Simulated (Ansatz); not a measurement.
Set up this calculation in Ansatz 0.2.0, as the native input.

| Item | Value |
| --- | --- |
| Task | relaxation of cell and atoms |
| Functional | PBE |
| Dispersion | D4 |
| Potentials or basis | all-electron LAPW, scalar-relativistic |
| Basis error allowed | 0.001 eV/atom |
| k mesh | 10 × 10 × 10 |
| Occupations | fermi-dirac, width 0.05 eV |
| Spin | no spin polarisation |

Crystal: HfC.

```xyz
2
Lattice="0.0000 2.3250 2.3250 2.3250 0.0000 2.3250 2.3250 2.3250 0.0000" Properties=species:S:1:pos:R:3 pbc="T T T"
Hf    2.3250    2.3250    2.3250
C     0.0000    0.0000    0.0000
```

The input as run:

input.yaml

```yaml
crystal:
  lattice:
    - [0.0, 2.325, 2.325]
    - [2.325, 0.0, 2.325]
    - [2.325, 2.325, 0.0]
  atoms:
    - { symbol: Hf, position: [0.5, 0.5, 0.5] }
    - { symbol: C, position: [0.0, 0.0, 0.0] }
kpoints:
  mp_grid: { grid: [10, 10, 10] }
scf:
  occupations: { method: fermi_dirac, width: 0.05 }
hamiltonian:
  xc: pbe
  dispersion: d4
  pseudopotentials: { kind: all_electron, lapw: { basis_error: 0.001 } }
output:
  forces: true
  stress: true
relax:
  f_tol: 0.01
  max_steps: 60
  cell: {}
```

Potentials or basis: all-electron LAPW, scalar-relativistic.

Command:

```console
$ ansatz run input.yaml --threads 1 --pin off --max-ram 3072MiB --backend cpu --events-out ev --progress --plain --runs-dir out
```

It gave:

```
Relaxed volume                         : 12.39 Å³/atom
Relaxed cell                           : a = 3.273 Å, b = 3.273 Å, c = 3.273 Å, α = 60.00°, β = 60.00°, γ = 60.00°
Space group after relaxing (to 0.05 Å) : Fm-3m (No. 225)
Energy gained by relaxing              : 1.8 meV/atom
Ionic steps                            : 5
Pressure after relaxing                : 0.0 GPa
```

Run time: 31 s on 1 thread of Arm Neoverse V2, with other jobs on the host, peak memory 0.33 GiB.
